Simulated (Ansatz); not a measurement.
Reactions of C$_{4}$H$_{7}$Cl (`C=C(Cl)CC`).

Computed with Ansatz on PBE0-D4/def2-TZVP structures; ΔE is electronic, products minus reactants. CCSD(T)/CBS adds triple-zeta CCSD(T) − MP2 to the extrapolated MP2 energy (def2 sets, frozen cores). This one scheme is used for every species. DFT in def2-TZVPP. B3LYP here is the variant with VWN-RPA as its local correlation; programs differ in this. Each species was taken in one conformer, which may not be the lowest.

```json
{"reaction": "`C=C(Cl)CC` + H₂ → `C=CCC` + HCl", "B2PLYP (kcal/mol)": "-16.4", "r2SCAN-D4 (kcal/mol)": "-13.8", "B3LYP-D4 (kcal/mol)": "-15.0", "HF/CBS(def2) (kcal/mol)": "-22.2"}
{"reaction": "`C=C(Cl)CC` + `CB(O)F` → `CCOB(C)F` + `C=CCl`", "B2PLYP (kcal/mol)": "13.5", "r2SCAN-D4 (kcal/mol)": "14.0", "B3LYP-D4 (kcal/mol)": "13.1", "HF/CBS(def2) (kcal/mol)": "10.9"}
{"reaction": "`C=C(Cl)CC` + `O[Si](O)(O)S` → `CCS[Si](O)(O)O` + `C=CCl`", "B2PLYP (kcal/mol)": "6.7", "r2SCAN-D4 (kcal/mol)": "6.5", "B3LYP-D4 (kcal/mol)": "5.7", "HF/CBS(def2) (kcal/mol)": "7.2"}
{"reaction": "`C=C(Cl)CC` + H₂O → `C=C(O)Cl` + ethane", "B2PLYP (kcal/mol)": "7.9", "r2SCAN-D4 (kcal/mol)": "6.8", "B3LYP-D4 (kcal/mol)": "7.9", "HF/CBS(def2) (kcal/mol)": "7.0"}
```

(1) Give the CCSD(T)/CBS values in the same order. (An estimate is asked.)

Largest T1 diagnostic: 0.012, for `CB(O)F`.

Results:

(1) The calculation gave: -15.6, 14.8, 6.6, 11.7 kcal/mol.
